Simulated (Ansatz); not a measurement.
The cell of Ti is invented: random cell by space group and Wyckoff sites (Cmmm, No. 65). Its size is a rough estimate.

```
CELL_PARAMETERS angstrom
2.44612 -3.37885 0.00000
2.44612 3.37885 0.00000
0.00000 0.00000 2.28914
ATOMIC_POSITIONS crystal
Ti 0.00000 0.00000 0.00000
```

These are results of DFT PBE, scalar-relativistic, plane waves, PAW in Ansatz, not measurements. Cutoff 420 eV, Gaussian smearing, Γ-centred meshes. Cell and atoms relax first on a coarse mesh and then on a finer one. In between, the cell is made exact in the group found at 0.06 Å. In metals the finer mesh still leaves noise of several meV/atom or more. The steps can't lower the symmetry of their start. No spin polarisation in the relaxation; trial moments died out in a coarse test.

A guess keeps its type if space group and coordination stay and the shape of the cell changes little (axis ratios within about 15 %, angles within 6°); the volume may change.

Problem. Will the relaxed cell still be of the starting type?

Solution. It doesn't keep its type. The symmetry goes from Cmmm (No. 65) to P6/mmm (No. 191). The end has the simple hexagonal type. The volume per atom shrinks by 53.3 %, from 37.8 to 17.7 Å³. The shortest distance goes from 2.29 Å (Ti–Ti) to 2.73 Å (Ti–Ti). Counting neighbours within 15 % of an atom's shortest distance, the start has Ti 2 and the end Ti 8. In detail, at the end Ti is surrounded by 8 Ti at 2.73–2.74 Å.

```
Ti
1.0
     2.73081    0.00000    0.00000
    -1.36540    2.36495    0.00000
     0.00000    0.00000    2.73700
Ti
1
Direct
  0.00000 0.00000 0.00000
```

Energies count from the standard state of Ti at the same level.

Problem. At what energy does it end?

Solution. +0.36 eV/atom. It lies above the standard state, so it could only be metastable.

The last run used a 24×24×20 mesh (in the run's order of axes) for its 1-atom cell and Gaussian smearing of 0.10 eV. Symmetry constrained the relaxation, so the result can be a saddle point.
